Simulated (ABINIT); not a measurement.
# BP (F-43m): one start, several treatments of the self-energy, part 2 of 2

Aim: compare treatments of exchange, screening and correlation for the gap of BP (F-43m).

ABINIT 10.8.3; PBE and many-body steps on it, plane waves. Known limits of the many-body steps: not at the basis limit.

So far. Step 5 (G0W0, Hybertsen-Louie plasmon pole): Against G0W0 in ABINIT (6×6×6 mesh, 201 bands, screening to 304.8 eV, Godby-Needs plasmon pole), the gap moves by +0.084 eV. Step 6 (G0W0, von der Linden-Horsch plasmon pole): Against G0W0 in ABINIT (6×6×6 mesh, 201 bands, screening to 304.8 eV, Godby-Needs plasmon pole), the gap moves by +0.011 eV.

## (7) G0W0, Engel-Farid plasmon pole

Level of this step: G0W0 on PBE, plane waves, norm-conserving pseudopotentials (ABINIT).

The input, run.abi:

```
acell 3*1.0 Angstrom
rprim 
  0.000000000000 2.269000000000 2.269000000000
  2.269000000000 0.000000000000 2.269000000000
  2.269000000000 2.269000000000 0.000000000000
ntypat 2
znucl 5 15
natom 2
typat 1 2
xred 
  0.000000000000 0.000000000000 0.000000000000
  0.250000000000 0.250000000000 0.250000000000
pp_dirpath "pseudos"
pseudos "B.upf, P.upf"
ecut 34
ngkpt 6 6 6
nshiftk 1
shiftk 0 0 0
kptopt 1
chksymbreak 0
istwfk *1
occopt 1
irdwfk 1
optdriver 4
nband 201
gwcalctyp 0
ecutsigx 34
symsigma 1
nkptgw 2
kptgw 
  0.0000000000 0.0000000000 0.0000000000
  0.5000000000 0.5000000000 0.0000000000
bdgw 
  2 7
  3 6
ecuteps 11.2
irdscr 1
ppmodel 4
indata_prefix "in"
outdata_prefix "out"
tmpdata_prefix "tmp"
```

Started as:

```bash
$ OMP_NUM_THREADS=1 mpirun -n 4 abinit run.abi > log
```

The log of the run:

```text
.Version 10.8.3 of ABINIT. v10.8.2 released Aug 2026.

 Symmetries : space group F-4 3 m (#216); Bravais cF (face-center cubic)
[... echo of the input left out ...]
== DATASET  1 ==================================================================
-   mpi_nproc: 4, omp_nthreads: 1 (-1 if OMP is not activated)

--- !DatasetInfo
iteration_state: {dtset: 1, }
dimensions: {natom: 2, nkpt: 16, mband: 201, nsppol: 1, nspinor: 1, nspden: 1, mpw: 1524, }
cutoff_energies: {ecut:  34.0, pawecutdg:  -1.0, }
[...]
Band     E0 <VxcDFT>   SigX SigC(E0)      Z dSigC/dE  Sig(E)    E-E0       E
[...]
5   8.613 -10.826  -6.523  -4.554   0.816  -0.225 -11.031  -0.205   8.408
        6   8.933 -10.680  -6.271  -4.594   0.820  -0.219 -10.832  -0.152   8.781

== END DATASET(S) ==============================================================
================================================================================

 -outvars: echo values of variables after computation  --------
           etotal      0.0000000000E+00
            nband         201
             nkpt          16
          spgroup         216
 [... the other variables as echoed above ...]

 Calculation completed.
```

Wall time 16 s (4 MPI ranks of Intel Xeon Platinum 8488C (Sapphire Rapids), shared host); peak memory 1.4 GiB.

This step gave:

```
G0W0 gap on the points computed              : 2.176 eV
starting gap on the mesh                     : 1.347 eV
k of the valence top                         : 0, 0, 0
k of the conduction bottom                   : 0.5, 0.5, 0
least direct G0W0 gap on the computed points : 4.374 eV
```

Against G0W0 in ABINIT (6×6×6 mesh, 201 bands, screening to 304.8 eV, Godby-Needs plasmon pole), the gap moves by +0.096 eV.

## (8) One-shot Hartree-Fock

This step: one-shot Hartree-Fock on PBE, plane waves, norm-conserving pseudopotentials.

Changes to run.abi since step 7:

```diff
@@ -24,4 +24,4 @@
 optdriver 4
-nband 201
-gwcalctyp 0
+nband 8
+gwcalctyp 5
 ecutsigx 34
@@ -35,5 +35,4 @@
   3 6
-ecuteps 11.2
-irdscr 1
-ppmodel 4
+ixc_sigma 40
+fftgw 31
 indata_prefix "in"
```

The log of the run:

```text
.Version 10.8.3 of ABINIT. v10.8.2 released Aug 2026.

 Symmetries : space group F-4 3 m (#216); Bravais cF (face-center cubic)
[... echo of the input left out ...]
== DATASET  1 ==================================================================
-   mpi_nproc: 4, omp_nthreads: 1 (-1 if OMP is not activated)

--- !DatasetInfo
iteration_state: {dtset: 1, }
dimensions: {natom: 2, nkpt: 16, mband: 8, nsppol: 1, nspinor: 1, nspden: 1, mpw: 1524, }
cutoff_energies: {ecut:  34.0, pawecutdg:  -1.0, }
[...]
Band     E0 <VxcDFT>   SigX SigC(E0)      Z dSigC/dE  Sig(E)    E-E0       E
[...]
5   8.613 -10.826  -6.523   0.000   1.000   0.000  -6.523   4.303  12.916
        6   8.933 -10.680  -6.271   0.000   1.000   0.000  -6.271   4.409  13.341

== END DATASET(S) ==============================================================
================================================================================

 -outvars: echo values of variables after computation  --------
           etotal      0.0000000000E+00
            nband           8
             nkpt          16
          spgroup         216
 [... the other variables as echoed above ...]

 Calculation completed.
```

It took 2 s on 4 MPI ranks; peak memory 0.12 GiB; 7 s of CPU time.

This step gave:

| Property | Result |
| --- | --- |
| quasiparticle gap on the points computed | 7.399 eV |
| starting gap on the mesh | 1.347 eV |
| k of the valence top | 0, 0, 0 |
| k of the conduction bottom | 0.5, 0.5, 0 |
| least direct quasiparticle gap on the computed points | 9.943 eV |

Against G0W0 in ABINIT (6×6×6 mesh, 201 bands, screening to 304.8 eV, Godby-Needs plasmon pole), the gap moves by +5.319 eV.

## (9) Screening, 6×6×6 mesh, 201 bands, screening to 304.8 eV

This step: RPA screening on PBE, plane waves, norm-conserving pseudopotentials.

Changes to run.abi since step 8:

```diff
@@ -23,16 +23,11 @@
 irdwfk 1
-optdriver 4
-nband 8
-gwcalctyp 5
-ecutsigx 34
-symsigma 1
-nkptgw 2
-kptgw 
-  0.0000000000 0.0000000000 0.0000000000
-  0.5000000000 0.5000000000 0.0000000000
-bdgw 
-  2 7
-  3 6
-ixc_sigma 40
-fftgw 31
+optdriver 3
+nband 201
+ecuteps 11.2
+inclvkb 2
+awtr 1
+symchi 1
+gwcalctyp 1
+nfreqre 0
+nfreqim 16
 indata_prefix "in"
```

The log of the run:

```text
.Version 10.8.3 of ABINIT. v10.8.2 released Aug 2026.

 Symmetries : space group F-4 3 m (#216); Bravais cF (face-center cubic)
[... echo of the input left out ...]
== DATASET  1 ==================================================================
-   mpi_nproc: 4, omp_nthreads: 1 (-1 if OMP is not activated)

--- !DatasetInfo
iteration_state: {dtset: 1, }
dimensions: {natom: 2, nkpt: 16, mband: 201, nsppol: 1, nspinor: 1, nspden: 1, mpw: 1524, }
cutoff_energies: {ecut:  34.0, pawecutdg:  -1.0, }
electrons: {nelect:   8.00000000E+00, charge:   0.00000000E+00, occopt:   1.00000000E+00, tsmear:   1.00000000E-02, }

 SCREENING: Calculation of the susceptibility and dielectric matrices

 Based on a program developped by R.W. Godby, V. Olevano, G. Onida, and L. Reining.
 Incorporated in ABINIT by V. Olevano, G.-M. Rignanese, and M. Torrent.
.Using double precision arithmetic ; gwpc =  8

[... cell and pseudopotentials left out ...]
--------------------------------------------------------------------------------

 ==== K-mesh for the wavefunctions ====
 Number of points in the irreducible wedge :    16
[... list of points left out ...]
 Together with 24 symmetry operations and time-reversal symmetry
 yields   216 points in the full Brillouin Zone.

 ==== Q-mesh for the screening function ====
 Number of points in the irreducible wedge :    16
[... list of points left out ...]
 Together with 24 symmetry operations and time-reversal symmetry
 yields   216 points in the full Brillouin Zone.

 setmesh: FFT mesh size selected  =    25x   25x   25
          total number of points  =        15625

 vcoul_init : cutoff-mode = AUXILIARY_FUNCTION
 q-points for optical limit:   1
     1)      0.000010    0.000020    0.000030

- screening: taking advantage of time-reversal symmetry
- Maximum band index for partially occupied states nbvw = 4
- Remaining bands to be divided among processors   nbcw = 197
- Number of bands treated by each node ~49

 Number of electrons calculated from density =    8.0000; Expected =    8.0000
 average of density, n =  0.050741
 r_s =    1.6757
 omega_plasma =   21.7288 [eV]

 calculating chi0 at frequencies [eV] :
  1    0.000000E+00    0.000000E+00
  2    0.000000E+00    5.107465E+03
  3    0.000000E+00    9.547064E+02
[...]
16    0.000000E+00    7.755887E-01
 17    0.000000E+00    1.449759E-01

--------------------------------------------------------------------------------
  q-point number  1        q = ( 0.000000, 0.000000, 0.000000) [r.l.u.]
--------------------------------------------------------------------------------
[... chi0 elements left out ...]
  [... further frequencies ...]

 No. of calculated frequencies >  15, stop printing
 For q-point:  0.000010 0.000020 0.000030
  dielectric constant =   9.7363
  dielectric constant without local fields =  10.6503

  Average fulfillment of the sum rule on Im[epsilon] for q-point    1 :     95.28  [%]
[... wings left out ...]
  q-point number  2        q = ( 0.166667, 0.000000, 0.000000) [r.l.u.]
--------------------------------------------------------------------------------
[... chi0 elements left out ...]
  [... further frequencies ...]

 No. of calculated frequencies >  15, stop printing
  Average fulfillment of the sum rule on Im[epsilon] for q-point    2 :     96.06  [%]

 [... 14 further q-points ...]
```

Elapsed: 4.7 min, on 4 MPI ranks; peak memory 1.4 GiB.

Numbers from this step:

```yaml
eps_infinity_with_local_fields_on_this_mesh_along_the_program_s_q_direction: 9.736
the_same_without_local_fields: 10.65
plasma_frequency: 21.73 eV
plane_waves_in_the_screening_matrix: 283
```

## (10) G0W0, analytic continuation

This step: G0W0 on PBE, plane waves, norm-conserving pseudopotentials.

Changes to run.abi since step 9:

```diff
@@ -23,11 +23,18 @@
 irdwfk 1
-optdriver 3
+optdriver 4
 nband 201
+gwcalctyp 1
+ecutsigx 34
+symsigma 1
+nkptgw 2
+kptgw 
+  0.0000000000 0.0000000000 0.0000000000
+  0.5000000000 0.5000000000 0.0000000000
+bdgw 
+  2 7
+  3 6
 ecuteps 11.2
-inclvkb 2
-awtr 1
-symchi 1
-gwcalctyp 1
-nfreqre 0
-nfreqim 16
+irdscr 1
+nomegasi 12
+omegasimax 25 eV
 indata_prefix "in"
```

The log of the run:

```text
.Version 10.8.3 of ABINIT. v10.8.2 released Aug 2026.

 Symmetries : space group F-4 3 m (#216); Bravais cF (face-center cubic)
[... echo of the input left out ...]
== DATASET  1 ==================================================================
-   mpi_nproc: 4, omp_nthreads: 1 (-1 if OMP is not activated)

--- !DatasetInfo
iteration_state: {dtset: 1, }
dimensions: {natom: 2, nkpt: 16, mband: 201, nsppol: 1, nspinor: 1, nspden: 1, mpw: 1524, }
cutoff_energies: {ecut:  34.0, pawecutdg:  -1.0, }
[...]
Band     E0 <VxcDFT>   SigX SigC(E0)      Z dSigC/dE  Sig(E)    E-E0       E
[...]
6   0.993 -10.680  -6.271  -4.392   0.781  -0.280 -10.667   0.013   1.006
        6   0.000   0.000   0.000   0.019   0.014   0.023   0.015   0.015   0.015

== END DATASET(S) ==============================================================
================================================================================

 -outvars: echo values of variables after computation  --------
           etotal      0.0000000000E+00
            nband         201
             nkpt          16
          spgroup         216
 [... the other variables as echoed above ...]

 Calculation completed.
```

Elapsed: 25 s, on 4 MPI ranks; peak memory 1.9 GiB; 100 s of CPU time.

Numbers from this step:

| Property | Result |
| --- | --- |
| G0W0 gap on the points computed | 1.998 eV |
| starting gap on the mesh | 1.347 eV |
| k of the valence top | 0, 0, 0 |
| k of the conduction bottom | 0.5, 0.5, 0 |
| least direct G0W0 gap on the computed points | 4.202 eV |

Against G0W0 in ABINIT (6×6×6 mesh, 201 bands, screening to 304.8 eV, Godby-Needs plasmon pole), the gap moves by −0.082 eV.

## (11) Side by side

Times are wall times on 4 MPI ranks of Intel Xeon Platinum 8488C (Sapphire Rapids), shared host, good to a factor of about two. A run's time includes the screening step that it read.

```tsv
run	mesh	bands	screening cutoff (eV)	DFT gap (eV)	gap on the mesh (eV)	direct (eV)	ε∞ used	time
G0W0, Godby-Needs plasmon pole	6×6×6	201	304.8	1.347	2.080	4.288	9.74	1.9 min
G0W0, Hybertsen-Louie plasmon pole	6×6×6	201	304.8	1.347	2.164	4.377	9.74	1.9 min
G0W0, von der Linden-Horsch plasmon pole	6×6×6	201	304.8	1.347	2.091	4.331	9.74	96 s
G0W0, Engel-Farid plasmon pole	6×6×6	201	304.8	1.347	2.176	4.374	9.74	95 s
one-shot Hartree-Fock	6×6×6	-	-	1.347	7.399	9.943	-	2 s
G0W0, analytic continuation	6×6×6	201	304.8	1.347	1.998	4.202	9.74	5.1 min
```

## (12) Outcome

- G0W0, Godby-Needs plasmon pole: 2.080 eV
- G0W0, Hybertsen-Louie plasmon pole: 2.164 eV
- G0W0, von der Linden-Horsch plasmon pole: 2.091 eV
- G0W0, Engel-Farid plasmon pole: 2.176 eV
- one-shot Hartree-Fock: 7.399 eV
- G0W0, analytic continuation: 1.998 eV
- known limits: not at the basis limit

G0W0, Hybertsen-Louie plasmon pole: +0.084 eV against G0W0, Godby-Needs plasmon pole. G0W0, von der Linden-Horsch plasmon pole: +0.011 eV against G0W0, Godby-Needs plasmon pole. G0W0, Engel-Farid plasmon pole: +0.096 eV against G0W0, Godby-Needs plasmon pole. One-shot Hartree-Fock: +5.319 eV against G0W0, Godby-Needs plasmon pole. G0W0, analytic continuation: −0.082 eV against G0W0, Godby-Needs plasmon pole. Bare exchange alone opens the gap to 7.40 eV; against G0W0, correlation takes back 5.32 eV. Bands and cutoff are finite, so the gap is not at the basis limit. The miss can reach some tenths of an eV and take either sign; the mesh is an error of its own. In the G0W0 runs levels were corrected at 2 k points alone, so a gap called «on the mesh» is the least over those, and an edge elsewhere would be missed.

[Paths, hosts, dates, memory and timing lines, banners, echoed tables and standing remarks are left out of the program output.]

[Logs are printed without paths, hosts, clocks, repeated set-up lines and the standing remarks that a program may print on its own settings, such as how far it seeks lower states.]

[Runs of the session that timed out or met a known fault of the program may be left out.]

[Hosts, paths, dates, database ids (printed as entryN), source tags and the programs' standing remarks are cut or masked in the printed files.]

[G0W0 gaps are taken among the corrected bands and points alone; a level outside them can change the order at an edge.]

[Where Ansatz stands beside ABINIT at settings called matched, ABINIT's density can come from a denser mesh and the files from another edition; pairs whose starting gaps differed by over 0.03 eV were left out, so agreement reads better than it is.]
